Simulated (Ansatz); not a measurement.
# Sn3Te: a trial structure relaxed

The task: take a trial cell of Sn3Te to zero force and stress.

Program: Ansatz 0.2.0. Level of theory: DFT PBE, scalar-relativistic, plane waves, PAW. These are calculated values, not measurements.

## Step 1: The structure to begin with

The structure is cubic, space group Im-3m (No. 229). The conventional cell has a = 6.440 Å, b = 6.440 Å, c = 6.440 Å, α = 90.00°, β = 90.00°, γ = 90.00°. Sn (site symmetry 4/mmm) is surrounded by 4 Sn at 3.22 Å and 2 Te at 3.22 Å. Around Te (site symmetry m-3m) lie 6 Sn at 3.22 Å.

Coordinates:

```
CELL_PARAMETERS angstrom
-3.21995 3.21995 3.21995
3.21995 -3.21995 3.21995
3.21995 3.21995 -3.21995
ATOMIC_POSITIONS crystal
Sn 0.00000 0.50000 0.50000
Sn 0.50000 0.00000 0.50000
Sn 0.50000 0.50000 0.00000
Te 0.00000 0.00000 0.00000
```

A structure generator made this guess: random cell by space group and Wyckoff sites (Im-3m, No. 229). The dimensions are guesses.

## Step 2: Probe: one point on a coarse mesh

Contents of input.yaml:

```yaml
crystal:
  lattice:
    - [-3.21995388, 3.21995388, 3.21995388]
    - [3.21995388, -3.21995388, 3.21995388]
    - [3.21995388, 3.21995388, -3.21995388]
  atoms:
    - { symbol: Sn, position: [0.0, 0.5, 0.5] }
    - { symbol: Sn, position: [0.5, 0.0, 0.5] }
    - { symbol: Sn, position: [0.5, 0.5, 0.0] }
    - { symbol: Te, position: [0.0, 0.0, 0.0] }
basis:
  ecutwfc: 420
kpoints:
  mp_grid: { grid: [4, 4, 4] }
hamiltonian:
  xc: pbe
scf:
  occupations: { method: gaussian, width: 0.1 }
  lower_state_search: "off"
output:
  forces: true
  stress: true
  eigenvalues: true
```

The run is started by

```
$ ansatz run input.yaml --threads 1 --pin off --max-ram 2560MiB --backend cpu --events-out ev --progress --plain --runs-dir out
```

Standard output (excerpt; [...] marks lines left out):

```text
Warning: RAYON_NUM_THREADS=1 ignored (pool sized by the plan → 1); use --threads N
[...]
Pseudopotentials: kind: paw
Pseudopotential: Sn, paw, valence charge 14, recommended cutoff 420 eV (normal), Sn.paw.azcp
Pseudopotential: Te, paw, valence charge 16, recommended cutoff 420 eV (normal), Te.paw.azcp
Functional definition: PBE
[...]
Crystal: 4 atoms, lattice volume = 133.539 Å³
Basis set: ecut = 420 eV, 2587 PW (Γ), exchange–correlation on 80×80×80 points (8 copies of the dense FFT grid, shifted against one another)
Bands: 35, of which v1, the nominal top of the filled ones, is band 29 counted from 1 (28 counted from 0)
Symmetry: 48 space group operations
Space group: Im-3m (ITA 229), of the structure as read, at distance tolerance 5.1e-5 Å
k-points: 8 of 64
[...]
SCF iter   1: F=—  HF=-25052.815208 eV  |F-HF|=—  |Δ(HF+E_count)|=         —  Δρ=3.33e-3  dr2=5.17e-2  ethr=1.77e-3  ⟨swp⟩=7.0  Hψ=1177  notcnv=0
[...]
SCF iter   6: F=-25052.796406 eV  HF=-25052.796406 eV  |F-HF|=4.44e-8  |Δ(HF+E_count)|=   8.45e-7  Δρ=5.65e-6  dr2=2.91e-8  ethr=1.72e-10  ⟨swp⟩=8.6  Hψ=1327  notcnv=0
[...]
SCF converged after 6 iterations
Free energy (F): -25052.796406 eV
[...]
E sigma→0 (E₀):  -25052.791584 eV
Entropy (-TS):   -0.009644 eV (-2.411 meV/atom)
Fermi energy:    8.013432 eV
[...]
--- Forces (eV/Å), atoms counted from 1 ---
  atom   1  Sn     0.00000000    -0.00000000     0.00000000
  atom   2  Sn     0.00000000    -0.00000000     0.00000000
  atom   3  Sn     0.00000000    -0.00000000     0.00000000
  atom   4  Te    -0.00000000     0.00000000     0.00000000
[...]
--- Stress (GPa, compression-positive) ---
       -2.988395       0.000000      -0.000000
        0.000000      -2.988395      -0.000000
        0.000000       0.000000      -2.988395
  P = ⅓ Tr σ = -2.9884 GPa (-29.884 kbar)
--- Band table (eV; the first three rows and the last of 8) ---
[...]
```

Wall time 4.7 s (1 thread of Intel Xeon at 2.50GHz (Skylake/Cascade Lake), shared host); peak memory 0.41 GiB.

The probe gives pressure -3.0 GPa, largest force 0.00 eV/Å, gap on this mesh none (metal). A cheap, loose relaxation comes first.

## Step 3: A loose first relaxation

input.yaml, as its differences from that of step 2:

```diff
@@ -23 +23,6 @@
   eigenvalues: true
+relax:
+  adjacent_minimum: "off"
+  f_tol: 0.04
+  max_steps: 70
+  cell: { stress_tol: 0.4 }
```

The run is started by

```
$ ansatz run input.yaml --threads 1 --pin off --max-ram 2560MiB --backend cpu --events-out ev --progress --plain --runs-dir out
```

Standard output:

```text
Warning: RAYON_NUM_THREADS=1 ignored (pool sized by the plan → 1); use --threads N
Engine: ansatz 0.2.0, x86_64-unknown-linux-gnu
Pseudopotentials: kind: paw
Pseudopotential: Sn, paw, valence charge 14, recommended cutoff 420 eV (normal), Sn.paw.azcp
Pseudopotential: Te, paw, valence charge 16, recommended cutoff 420 eV (normal), Te.paw.azcp
Functional definition: PBE
  parameter kappa = 0.804
  parameter beta = 0.06672455060314922
  exchange = pbe_x(kappa = kappa, mu = beta*pi^2/3)
  correlation = pbe_c(beta = beta)
Crystal: 4 atoms, lattice volume = 133.539 Å³
Basis set: ecut = 420 eV, 2587 PW (Γ), exchange–correlation on 80×80×80 points (8 copies of the dense FFT grid, shifted against one another)
Bands: 35, of which v1, the nominal top of the filled ones, is band 29 counted from 1 (28 counted from 0)
Symmetry: 48 space group operations
Space group: Im-3m (ITA 229), of the structure as read, at distance tolerance 5.1e-5 Å
k-points: 8 of 64
Non-local potential: Sn, projectors of the file, l = 0: 2, l = 1: 2, l = 2: 2, l = 3: 2
Non-local potential: Te, projectors of the file, l = 0: 2, l = 1: 2, l = 2: 2, l = 3: 2
PAW form: soft (Blöchl's): semilocal exchange-correlation on the pseudo side does not see the compensation charge
PAW one-centre angular grid: Sn, 590 points (default); XC on 64 Gauss nodes
PAW one-centre angular grid: Te, 590 points (default); XC on 64 Gauss nodes
Initial density: superposition of atomic densities (neutral atoms: chi_scale 0, normalization atom), corrected by the library's trained network
Initial wavefunctions: pseudopotential atomic-orbital guess
Functional: x = pbe(κ = 0.804, μ = 0.2195149727645171), c = pbe(β = 0.06672455060314922)
SCF iter   1: F=—  HF=-25052.815208 eV  |F-HF|=—  |Δ(HF+E_count)|=         —  Δρ=3.33e-3  dr2=5.17e-2  ethr=1.77e-3  ⟨swp⟩=7.0  Hψ=1177  notcnv=0
preconditioner: auto → Resta (q_TF=auto, 2.374 Å⁻¹)  ε∞=2.6  [insulator: Δε(μ)=0.313 eV  Ē_g=17.764 eV  σ=0.100 eV  W_gap=0.67  n_scr=18 (ndim 8)  ℏωp=22.3 eV  f_vac=0.007  D(μ)=1.93/eV (n_scr^D=12)  ε∞_Penn≈2.6]
SCF iter   2: F=—  HF=-25052.798496 eV  |F-HF|=—  |Δ(HF+E_count)|=   1.67e-2  Δρ=1.52e-3  dr2=6.22e-3  ethr=8.91e-5  ⟨swp⟩=1.9  Hψ=385  notcnv=0  defer=1
SCF iter   3: F=—  HF=-25052.796573 eV  |F-HF|=—  |Δ(HF+E_count)|=   1.92e-3  Δρ=6.07e-4  dr2=7.24e-4  ethr=1.07e-5  ⟨swp⟩=2.5  Hψ=405  notcnv=0  defer=1
SCF iter   4: F=—  HF=-25052.796395 eV  |F-HF|=—  |Δ(HF+E_count)|=   1.78e-4  Δρ=1.12e-4  dr2=1.96e-5  ethr=1.25e-6  ⟨swp⟩=2.2  Hψ=395  notcnv=0  defer=1
SCF iter   5: F=—  HF=-25052.796405 eV  |F-HF|=—  |Δ(HF+E_count)|=   9.64e-6  Δρ=2.89e-5  dr2=7.76e-7  ethr=3.38e-8  ⟨swp⟩=2.6  Hψ=468  notcnv=0  defer=1
SCF iter   6: F=-25052.796406 eV  HF=-25052.796406 eV  |F-HF|=4.44e-8  |Δ(HF+E_count)|=   8.46e-7  Δρ=5.65e-6  dr2=2.91e-8  ethr=1.72e-10  ⟨swp⟩=10.8  Hψ=1445  notcnv=0
SCF 1 converged in 6 iterations: F = -25052.796406 eV  dr2 = 2.91e-8
relax step   1: F+E_penalty+E_count = -25052.79640582 eV  Δ(F+E_penalty+E_count) = +0.000e0 eV  max|allowed force component| = 1.298e-28 eV/Å  Δτ_max = 0.0000 Å  P = -2.988 GPa  Ω = 133.539 Å³  (6 SCF iters, dr2 threshold 1.00e-7 eV, accepted)
Crystal: 4 atoms, lattice volume = 121.017 Å³
Basis set: ecut = 420 eV, 2347 PW (Γ), exchange–correlation on 80×80×80 points (8 copies of the dense FFT grid, shifted against one another)
Initial density: handed on by an earlier stage of this run
Initial wavefunctions: those handed on with the density
iter 1 solved again at ethr=4.41e-5 eV; its pass at ethr=3.10e-3 eV (dr2=2.56e-2 eV) is discarded
SCF iter   1: F=—  HF=-25052.909519 eV  |F-HF|=—  |Δ(HF+E_count)|=         —  Δρ=2.76e-3  dr2=2.51e-2  ethr=4.41e-5  ⟨swp⟩=2.0  Hψ=1551  notcnv=0
preconditioner: auto → Resta (q_TF=auto, 2.414 Å⁻¹)  ε∞=2.7  [insulator: Δε(μ)=0.248 eV  Ē_g=18.072 eV  σ=0.100 eV  W_gap=0.67  n_scr=18 (ndim 8)  ℏωp=23.4 eV  f_vac=0.000  D(μ)=1.94/eV (n_scr^D=12)  ε∞_Penn≈2.7]
SCF iter   2: F=—  HF=-25052.904008 eV  |F-HF|=—  |Δ(HF+E_count)|=   5.51e-3  Δρ=1.24e-3  dr2=3.01e-3  ethr=4.32e-5  ⟨swp⟩=2.0  Hψ=314  notcnv=0
SCF iter   3: F=—  HF=-25052.903876 eV  |F-HF|=—  |Δ(HF+E_count)|=   1.31e-4  Δρ=5.08e-4  dr2=3.75e-4  ethr=5.19e-6  ⟨swp⟩=2.0  Hψ=327  notcnv=0
SCF iter   4: F=—  HF=-25052.903986 eV  |F-HF|=—  |Δ(HF+E_count)|=   1.10e-4  Δρ=7.89e-5  dr2=1.16e-5  ethr=6.47e-7  ⟨swp⟩=2.0  Hψ=342  notcnv=0
SCF iter   5: F=—  HF=-25052.903996 eV  |F-HF|=—  |Δ(HF+E_count)|=   1.02e-5  Δρ=1.86e-5  dr2=4.84e-7  ethr=1.99e-8  ⟨swp⟩=2.0  Hψ=397  notcnv=0
SCF iter   6: F=-25052.903997 eV  HF=-25052.903997 eV  |F-HF|=5.82e-9  |Δ(HF+E_count)|=   7.98e-7  Δρ=3.30e-6  dr2=1.19e-8  ethr=6.90e-10  ⟨swp⟩=7.5  Hψ=1292  notcnv=0
SCF 2 converged in 6 iterations: F = -25052.903997 eV  dr2 = 1.19e-8
relax step   2: F+E_penalty+E_count = -25052.90399719 eV  Δ(F+E_penalty+E_count) = -1.076e-1 eV  max|allowed force component| = 2.386e-29 eV/Å  Δτ_max = 0.0000 Å  P = +0.646 GPa  Ω = 121.017 Å³  energy of the carried Pulay correction = +1.907e-3 eV  (6 SCF iters, dr2 threshold 4.00e-7 eV, accepted)
Crystal: 4 atoms, lattice volume = 123.069 Å³
iter 1 solved again at ethr=1.52e-6 eV; its pass at ethr=3.10e-3 eV (dr2=8.84e-4 eV) is discarded
SCF iter   1: F=—  HF=-25052.907200 eV  |F-HF|=—  |Δ(HF+E_count)|=         —  Δρ=4.90e-4  dr2=7.87e-4  ethr=1.52e-6  ⟨swp⟩=2.8  Hψ=1531  notcnv=0
preconditioner: auto → Resta (q_TF=auto, 2.407 Å⁻¹)  ε∞=2.7  [insulator: Δε(μ)=0.284 eV  Ē_g=17.995 eV  σ=0.100 eV  W_gap=0.67  n_scr=18 (ndim 8)  ℏωp=23.2 eV  f_vac=0.003  D(μ)=1.93/eV (n_scr^D=12)  ε∞_Penn≈2.7]
SCF iter   2: F=—  HF=-25052.907031 eV  |F-HF|=—  |Δ(HF+E_count)|=   1.69e-4  Δρ=2.23e-4  dr2=9.55e-5  ethr=1.36e-6  ⟨swp⟩=2.0  Hψ=314  notcnv=0
SCF iter   3: F=—  HF=-25052.907030 eV  |F-HF|=—  |Δ(HF+E_count)|=   2.77e-7  Δρ=9.25e-5  dr2=1.27e-5  ethr=1.65e-7  ⟨swp⟩=2.0  Hψ=323  notcnv=0
SCF iter   4: F=—  HF=-25052.907035 eV  |F-HF|=—  |Δ(HF+E_count)|=   4.29e-6  Δρ=1.50e-5  dr2=4.34e-7  ethr=2.19e-8  ⟨swp⟩=2.0  Hψ=358  notcnv=0
SCF iter   5: F=-25052.907035 eV  HF=-25052.907035 eV  |F-HF|=2.76e-8  |Δ(HF+E_count)|=   3.54e-7  Δρ=3.63e-6  dr2=1.88e-8  ethr=6.90e-10  ⟨swp⟩=7.0  Hψ=1245  notcnv=0
SCF 3 converged in 5 iterations: F = -25052.907035 eV  dr2 = 1.88e-8
relax step   3: F+E_penalty+E_count = -25052.90703495 eV  Δ(F+E_penalty+E_count) = -3.038e-3 eV  max|allowed force component| = 1.400e-28 eV/Å  Δτ_max = 0.0000 Å  P = -0.108 GPa  Ω = 123.069 Å³  energy of the carried Pulay correction = +1.582e-3 eV  (5 SCF iters, dr2 threshold 4.00e-7 eV, accepted)
Initial wavefunctions: pseudopotential atomic-orbital guess (no wavefunctions were taken with the density)
iter 1 solved again at ethr=2.11e-7 eV; its pass at ethr=3.10e-3 eV (dr2=1.23e-4 eV) is discarded
SCF iter   1: F=—  HF=-25052.905543 eV  |F-HF|=—  |Δ(HF+E_count)|=         —  Δρ=7.11e-5  dr2=9.19e-7  ethr=2.11e-7  ⟨swp⟩=3.1  Hψ=1932  notcnv=0
preconditioner: auto → Resta (q_TF=auto, 2.407 Å⁻¹)  ε∞=2.7  [insulator: Δε(μ)=0.281 eV  Ē_g=17.998 eV  σ=0.100 eV  W_gap=0.67  n_scr=18 (ndim 8)  ℏωp=23.2 eV  f_vac=0.002  D(μ)=1.93/eV (n_scr^D=12)  ε∞_Penn≈2.7]
SCF iter   2: F=—  HF=-25052.905544 eV  |F-HF|=—  |Δ(HF+E_count)|=   1.11e-6  Δρ=3.49e-5  dr2=2.38e-7  ethr=1.59e-9  ⟨swp⟩=2.2  Hψ=514  notcnv=0
SCF iter   3: F=—  HF=-25052.905544 eV  |F-HF|=—  |Δ(HF+E_count)|=   6.39e-7  Δρ=7.09e-6  dr2=1.51e-8  ethr=4.10e-10  ⟨swp⟩=2.0  Hψ=512  notcnv=0
SCF iter   4: F=-25052.905544 eV  HF=-25052.905544 eV  |F-HF|=2.98e-10  |Δ(HF+E_count)|=   3.08e-8  Δρ=5.36e-7  dr2=2.31e-10  ethr=4.41e-12  ⟨swp⟩=8.2  Hψ=1362  notcnv=0
SCF 4 converged in 4 iterations: F = -25052.905544 eV  dr2 = 2.31e-10
relax step   4: F+E_penalty+E_count = -25052.90554446 eV  Δ(F+E_penalty+E_count) = +1.490e-3 eV  max|allowed force component| = 1.238e-28 eV/Å  Δτ_max = 0.0000 Å  P = -0.111 GPa  Ω = 123.069 Å³  stress off target by 1.11e-1 GPa  SCF on the basis re-selected at this cell (its energy is not comparable with the rows above)  (4 SCF iters)
basis re-selected at this cell: Δ(F+E_penalty+E_count) = +1.490e-3 eV, ΔP = -0.003 GPa vs the last step (what re-selecting the basis moved, of the pressure what is left beyond the Pulay correction that the steps carried, after the strain that the cell walked since its last selection, with what the two solves' SCF thresholds leave and, on support functions, any second-order correction that the steps lacked; it is no measure of the basis error at this ecutwfc). This SCF's stress stands 1.11e-1 GPa from its target on what of the cell is left free (relax.cell.stress_tol is 4.00e-1 GPa) and its largest allowed force component is 1.24e-28 eV/Å (relax.f_tol is 4.00e-2 eV/Å): within both
SCF converged after 4 iterations
Free energy (F): -25052.905544 eV
Harris-Foulkes:  -25052.905544 eV  (|F-HF|=2.98e-10)
Internal energy: -25052.895891 eV  (E = F + TS)
E sigma→0 (E₀):  -25052.900718 eV
Entropy (-TS):   -0.009654 eV (-2.413 meV/atom)
Fermi energy:    9.083595 eV
--- Per-component energies (eV) ---
  E_band       = -559.920253
  E_kinetic    = 737.687490
  E_local      = -4042.580982  (includes V_loc(G=0)·N_el)
  E_nonlocal   = -407.650312
  E_hartree    = 2493.223986
  E_xc         = -1271.411747
  E_vxc        = -391.270840  (∫ρ·V_xc dr)
  E_paw        = -17069.270829  (= ΣΔE_a)
  E_vpaw       = -1442.554019  (= ΣTr[D̂ρ^β])
  E_aug_tail   = -0.000190  (compensation charges beyond the density's cutoff)
  E_ewald      = -5492.893308
  E_smearing   = -0.009654  (= −TS)
  E_closure    = 0.000000  (closes the sum)
  Σ components = -25052.905544   (vs F -25052.905544, Δ=0.00e0)
--- Forces (eV/Å), atoms counted from 1 ---
  atom   1  Sn     0.00000000    -0.00000000     0.00000000
  atom   2  Sn     0.00000000    -0.00000000    -0.00000000
  atom   3  Sn     0.00000000    -0.00000000     0.00000000
  atom   4  Te    -0.00000000     0.00000000     0.00000000
  max |Σ_I F_I| component: 4.28e-28 eV/Å
--- Stress (GPa, compression-positive) ---
       -0.111169      -0.000000       0.000000
       -0.000000      -0.111169       0.000000
        0.000000      -0.000000      -0.111169
  P = ⅓ Tr σ = -0.1112 GPa (-1.112 kbar)
--- Band table (eV; the first three rows and the last of 8) ---
  k-point 0: bands = ["-27.7023", "-27.7023", "-27.6951", "-27.6951", "-27.6951", "-12.2606", "-12.2606", "-12.2565", "-12.1811", "-12.1811", "-12.1811", "-12.1242", "-12.1242", "-12.1242", "-12.0527", "-12.0527", "-12.0108", "-12.0108", "-12.0108", "-11.8483", "-2.8052", "1.5593", "4.5198", "4.5198", "5.7237", "5.7237", "5.7237", "7.2612", "7.2612", "7.2612", "11.9434", "11.9434", "11.9434", "13.3503", "13.3503"]
  k-point 1: bands = ["-27.7023", "-27.7022", "-27.6951", "-27.6951", "-27.6951", "-12.2564", "-12.2307", "-12.2233", "-12.1713", "-12.1702", "-12.1636", "-12.1280", "-12.1277", "-12.1276", "-12.0785", "-12.0563", "-12.0251", "-12.0179", "-12.0169", "-11.8893", "-2.5500", "1.0964", "3.2212", "3.6958", "5.5494", "6.7299", "6.8026", "6.9565", "8.5803", "8.5830", "11.3099", "11.4621", "12.8435", "13.1120", "13.8038"]
  k-point 2: bands = ["-27.7023", "-27.7021", "-27.6951", "-27.6951", "-27.6951", "-12.2539", "-12.1854", "-12.1730", "-12.1573", "-12.1537", "-12.1411", "-12.1364", "-12.1353", "-12.1311", "-12.1219", "-12.0612", "-12.0445", "-12.0254", "-12.0235", "-11.9421", "-2.2179", "0.6188", "2.3867", "3.2599", "5.3942", "6.7093", "7.8962", "8.3505", "9.3339", "9.3760", "10.9229", "11.5706", "12.0813", "12.1382", "13.9857"]
  k-point 7: bands = ["-27.7024", "-27.7024", "-27.6951", "-27.6951", "-27.6951", "-12.2542", "-12.2482", "-12.2482", "-12.1701", "-12.1701", "-12.1701", "-12.1427", "-12.1333", "-12.1333", "-12.1333", "-12.0104", "-12.0104", "-12.0104", "-11.9237", "-11.9237", "-2.0301", "1.6172", "1.6172", "4.3132", "4.3132", "4.3132", "6.7629", "8.5012", "8.5012", "8.5012", "14.6527", "14.6527", "14.6527", "14.6592", "14.6592"]
--- Relaxed structure (3 steps of the walk, 3 accepted, 1 SCFs on fresh bases) ---
  F+E_penalty+E_count = -25052.90554446 eV   max|allowed force component| = 1.238e-28 eV/Å   (the final SCF, on the basis selected at the relaxed cell)
  cell:  # Å, volume = 123.0686 Å³
    - [-3.133495480935003, 3.133495480935003, 3.133495480935003]
    - [3.133495480935003, -3.133495480935003, 3.133495480935003]
    - [3.133495480935003, 3.133495480935003, -3.133495480935003]
  atoms:
    - { symbol: Sn, position: [5.54713229155843e-34, 0.49999999999999994, 0.49999999999999994] }
    - { symbol: Sn, position: [0.49999999999999994, 2.1483304592085636e-34, 0.49999999999999994] }
    - { symbol: Sn, position: [0.49999999999999994, 0.49999999999999994, -7.818029309300543e-35] }
    - { symbol: Te, position: [5.108971190700752e-34, -1.0118255138665231e-33, -7.401777773854108e-34] }
```

Wall time 18 s (1 thread of Intel Xeon at 2.50GHz (Skylake/Cascade Lake), shared host); peak memory 0.42 GiB.

Relaxation path:

| step | energy from step 1 (eV/cell) | largest force component (eV/Å) | pressure (GPa) | volume (Å³) |
| --- | --- | --- | --- | --- |
| 1 | 0.0000 | 0.0000 | -2.99 | 133.54 |
| 2 | -0.1076 | 0.0000 | 0.65 | 121.02 |
| 3 | -0.1106 | 0.0000 | -0.11 | 123.07 |
| 4 | -0.1091 | 0.0000 | -0.11 | 123.07 |

Step 1 is the start. Step 4 repeats the geometry before it on a plane-wave basis chosen anew for that cell, so its energy need not be comparable with the rows above.

Lengths and angles in the start's conventional setting:

|  | before | after | change |
| --- | --- | --- | --- |
| a (Å) | 6.440 | 6.267 | -2.7 % |
| b (Å) | 6.440 | 6.267 | -2.7 % |
| c (Å) | 6.440 | 6.267 | -2.7 % |
| volume (Å³/atom) | 33.38 | 30.77 | -7.8 % |
| shortest distance (Å) | 3.220 | 3.133 | -2.7 % |
| space group (0.01 Å) | Im-3m | Im-3m | same |

Forces and stress were held to the start's 48 operations: a distortion of lower symmetry was not tested.

(Part 1 of 2 ends here.)
